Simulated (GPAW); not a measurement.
Cl:

```
Cl
1.0
     3.86698    0.00000    0.00000
     1.24866    3.65983    0.00000
     0.00000    0.00000    8.21000
Cl
4
Cartesian
  2.2174 2.3057 3.2840
  1.5890 3.1841 7.3890
  2.8982 1.3541 4.9260
  3.5266 0.4758 0.8210
```

| Item | Value |
| --- | --- |
| Program | GPAW 26.7.0 |
| Task | relaxation of cell and atoms |
| Functional | PBEsol |
| Potentials or basis | PAW data sets generated in the run's folder for this functional |
| Cutoff | 600 eV |
| Basis | pw |
| k mesh | 5 × 5 × 3 |
| Occupations | fermi-dirac, width 0.05 eV |
| Spin | no spin polarisation |

At the start: pressure -0.9 GPa; volume 29.05 Å³/atom.

How do energy, volume and symmetry change on relaxing?

Over 23 steps the energy falls by 27.0 meV/atom and the volume is 26.20 Å³/atom (-9.8 %); space group Cmce (No. 64, to 0.05 Å).

The path:
```tsv
step	energy change (eV)	largest force (eV/Å)	pressure (GPa)	volume (Å³)
1	0.0000	0.1229	-0.86	116.19
2	-0.0022	0.0974	-0.72	116.00
3	-0.0084	0.2551	-0.23	114.98
4	-0.0140	0.3647	0.02	113.98
5	-0.0352	0.6124	0.76	109.44
6	-0.0478	0.5311	1.00	106.05
7	-0.0601	0.2684	0.44	105.90
8	-0.0656	0.0616	-0.18	106.42
9	-0.0660	0.0700	-0.22	106.11
10	-0.0673	0.1091	-0.29	105.52
11	-0.0709	0.1916	-0.38	104.13
12	-0.0778	0.2711	-0.40	101.79
13	-0.0841	0.2593	-0.28	99.93
14	-0.0887	0.1563	-0.09	99.91
15	-0.0914	0.0193	0.22	100.45
16	-0.0916	0.0218	0.18	100.49
17	-0.0923	0.0451	0.08	100.61
18	-0.0941	0.0859	-0.07	101.00
19	-0.0975	0.1305	-0.24	101.85
20	-0.1019	0.1453	-0.35	103.07
21	-0.1059	0.1018	-0.27	104.16
22	-0.1079	0.0222	-0.07	104.74
23	-0.1081	0.0030	-0.01	104.78
```

Final structure:
```
Cl
1.0
     3.89079    0.40698    0.00002
     1.64152    3.55096   -0.00002
     0.00003   -0.00004    7.96965
Cl
4
Direct
  0.37142 0.62858 0.38828
  0.12866 0.87134 0.88830
  0.62858 0.37142 0.61172
  0.87134 0.12866 0.11170
```

Caveat: later steps reuse the first step's grids.
